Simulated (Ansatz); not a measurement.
Runs of Ansatz 0.2.0 on Ir. Symmetry: Fm-3m, No. 225, cubic system. Conventional cell: a = 3.831 Å, b = 3.831 Å, c = 3.831 Å, α = 90.00°, β = 90.00°, γ = 90.00°. Ir (site symmetry m-3m) is surrounded by 12 Ir at 2.71 Å. 

```tsv
task	level	potentials or basis	spin	U	cell	k mesh	cutoff (eV)	smearing	driver	hubbard projectors	double counting	points for each segment of the path	mesh quality	gap on the mesh (eV)	pressure (GPa)	relaxed volume (Å³/atom)
atomic charges	revPBE+D3(BJ)+U	SPMS NC	off	Ir d U = 8 eV	volume scaled by 0.92	12 × 12 × 12	463	gaussian 0.05 eV	chain	all-electron-atomic	fll	-	not flagged	none	13.2	-
single point	HSE06	Ansatz PAW	SOC, no magnetisation	-	as given	5 × 5 × 5	420	fermi-dirac 0.05 eV	-	-	-	-	coarse	none	4.8	-
relaxation of cell and atoms	RPBE+D3(BJ)	Ansatz PAW	off	-	relaxed	12 × 12 × 12	420	fermi-dirac 0.05 eV	-	-	-	-	not flagged	-	0.0	12.97
band structure	LDA	Ansatz PAW	off	-	as given	12 × 12 × 12	420	fermi-dirac 0.05 eV	-	-	-	14	not flagged	none	-6.6	-
atomic charges	revPBE+D3(BJ)+U	SPMS NC	off	Ir d U = 8 eV	volume scaled by 0.92	12 × 12 × 12	463	gaussian 0.05 eV	-	all-electron-atomic	fll	-	not flagged	none	13.2	-
band structure	HSE03	Ansatz PAW	off	-	as given	6 × 6 × 6	420	fermi-dirac 0.05 eV	-	-	-	4	coarse	none	-0.6	-
band structure	r2SCAN	Ansatz PAW	SOC, no magnetisation	-	as given	9 × 9 × 9	500	fermi-dirac 0.05 eV	-	-	-	14	not flagged	none	(b)	-
relaxation of cell and atoms	PBEsol+D3(BJ)	Ansatz PAW	off	-	relaxed	12 × 12 × 12	420	fermi-dirac 0.05 eV	-	-	-	-	not flagged	none	0.0	(a)
```

Q: Estimate the missing entries.

A: (a) 13.74; (b) 4.0.

Caveats: some runs use coarse meshes; the PAW data sets come from PBE, with cores solved anew for the run's functional, which leaves a small shift of forces and pressure (some runs); pairwise dispersion overbinds metals, which lowers pressure and volume (some runs); the potentials were made for another functional, which shifts forces and pressure (some runs); U without spin polarisation on a metal has little footing (some runs); the U is typed as a test and isn't derived for this compound (some runs); the thresholds are loose for stress (some runs); the plane-wave basis is chosen anew once the cell has moved, so the energies of steps on either side of that aren't comparable (some runs).

A k mesh can miss the band edges, and rows without SOC leave out spin-orbit coupling on Ir.

A gap of «none» marks a metal or a gap under the smearing width.

Runs at the PBE level aren't shown here.
